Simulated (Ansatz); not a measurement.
# What a trial cell of Si relaxes into

Level of theory: DFT PBE, scalar-relativistic, plane waves, PAW (Ansatz). Cutoff 420 eV, Gaussian smearing, Γ-centred meshes. Cell and atoms relax first on a coarse mesh and then on a finer one. In between, the cell is made exact in the group found at 0.06 Å. In metals the finer mesh still leaves noise of several meV/atom or more. The steps can't lower the symmetry of their start. No spin polarisation.

A trial structure of Si was built thus: random cell by space group and Wyckoff sites (Fm-3m, No. 225). Its size is a rough estimate.

```
CELL_PARAMETERS angstrom
0.00000 3.17595 3.17595
3.17595 0.00000 3.17595
3.17595 3.17595 0.00000
ATOMIC_POSITIONS crystal
Si 0.25000 0.25000 0.25000
Si 0.50000 0.50000 0.50000
Si 0.75000 0.75000 0.75000
```

Energies count from the standard state of Si at the same level.

**Question.** Which structure results?

**Answer.** The symmetry stays Fm-3m (No. 225). The volume per atom shrinks by 23.0 %, from 21.4 to 16.4 Å³. The shortest distance goes from 2.75 Å (Si–Si) to 2.52 Å (Si–Si). The energy falls by about 0.23 eV/atom (the start's value is from the coarse mesh). Conventional cell: a = 5.822 Å. Si on a site of symmetry -43m has 4 Si at 2.52 Å and 6 Si at 2.91 Å; around Si on a site of symmetry m-3m lie 8 Si at 2.52 Å.

```
Si
1.0
     0.00000    2.91087    2.91087
     2.91087    0.00000    2.91087
     2.91087    2.91087    0.00000
Si
3
Direct
  0.25000 0.25000 0.25000
  0.50000 0.50000 0.50000
  0.75000 0.75000 0.75000
```

**Question.** How does it come out in energy, and is it a metal?

**Answer.** The energy over the standard state is +0.50 eV/atom and the gap on the 14×14×14 mesh of the 3-atom cell is 0 eV (a metal).

So it is a metastable form at best.

The last run used Gaussian smearing of 0.10 eV. A structure relaxed within its symmetry needn't be a true minimum. In all, the 3 runs took 33 s on 1 thread of Arm Neoverse N1 (shared host). Another cell of Si relaxed alike, in Fd-3m, lies 0.49 eV/atom lower, so this cell isn't the stable form at this level.
